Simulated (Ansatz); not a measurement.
Write the native input for Ansatz 0.2.0 that does the following.

```
Task                                : band structure
Functional                          : HSE06
Potentials or basis                 : Ansatz PAW
Cutoff                              : 420 eV (not typed: the program's choice for these potentials)
k mesh                              : 4 × 4 × 4
Occupations                         : fermi-dirac, width 0.05 eV
Spin                                : no spin polarisation
Path                                : [["G", "X", "S", "R", "A", "Z", "G", "Y", "X1", "A1", "T", "Y"], ["Z", "T"]]
Points for each segment of the path : 4
```

PbS:

```
CELL_PARAMETERS angstrom
2.07995 -5.99130 0.00000
2.07995 5.99130 0.00000
0.00000 0.00000 4.27932
ATOMIC_POSITIONS crystal
Pb 0.13056 0.86944 0.25000
Pb 0.86944 0.13056 0.75000
S 0.35480 0.64520 0.25000
S 0.64520 0.35480 0.75000
```

Measurements of this composition are mostly on another form, of space group No. 225.

These files were run (other wordings do the same):

input.yaml

```yaml
crystal:
  lattice:
    - [2.079952695, -5.991296865, 0.0]
    - [2.079952695, 5.991296865, 0.0]
    - [0.0, 0.0, 4.27932094]
  atoms:
    - { symbol: Pb, position: [0.13056335, 0.86943665, 0.25] }
    - { symbol: Pb, position: [0.86943665, 0.13056335, 0.75] }
    - { symbol: S, position: [0.35479709, 0.64520291, 0.25] }
    - { symbol: S, position: [0.64520291, 0.35479709, 0.75] }
hamiltonian:
  xc: hse06
  pseudopotentials: { kind: paw }
kpoints:
  mp_grid: { grid: [4, 4, 4] }
  band_path:
    path:
      - [[0.0, 0.0, 0.0], [0.2801304242, 0.2801304242, 0.0], [0.0, 0.5, 0.0], [0.0, 0.5, 0.5], [0.2801304242, 0.2801304242, 0.5], [0.0, 0.0, 0.5], [0.0, 0.0, 0.0], [-0.5, 0.5, 0.0], [-0.2801304242, 0.7198695758, 0.0], [-0.2801304242, 0.7198695758, 0.5], [-0.5, 0.5, 0.5], [-0.5, 0.5, 0.0]]
      - [[0.0, 0.0, 0.5], [-0.5, 0.5, 0.5]]
    npoints: 4
scf:
  occupations: { method: fermi_dirac, width: 0.05 }
  n_extra_bands: 10
output:
  forces: true
  stress: true
  eigenvalues: true
  fatbands: false
  write_density: true
  write_potential: true
  elf: true
  volumetric_format: npy
```

Potentials or basis: Ansatz PAW.

Command:

```bash
$ ansatz run input.yaml --threads 2 --pin off --max-ram 5632MiB --backend cpu --events-out ev --progress --plain --runs-dir out
```

Results of the run:

```yaml
Pressure: -0.4 GPa
Largest_force: 0.129 eV/Å
Band_gap_on_the_k_mesh: 1.84 eV, indirect (least direct gap 2.28 eV)
Band_gap_along_the_path: 1.65 eV, indirect (least direct gap 1.74 eV)
```

Caveat: the k mesh misses the band edges, so the gap on the mesh is wider than the one along the path; spin-orbit coupling is left out, which as a rule narrows the gap of such compounds by several tenths of an eV; the PAW data sets come from PBE, with cores solved anew for the run's functional, which leaves a small shift of forces and pressure; the thresholds are loose for stress.

Wall time 6.4 min on 2 threads of AMD EPYC 7B13 (Zen 3), on a shared host, peak memory 2 GiB.
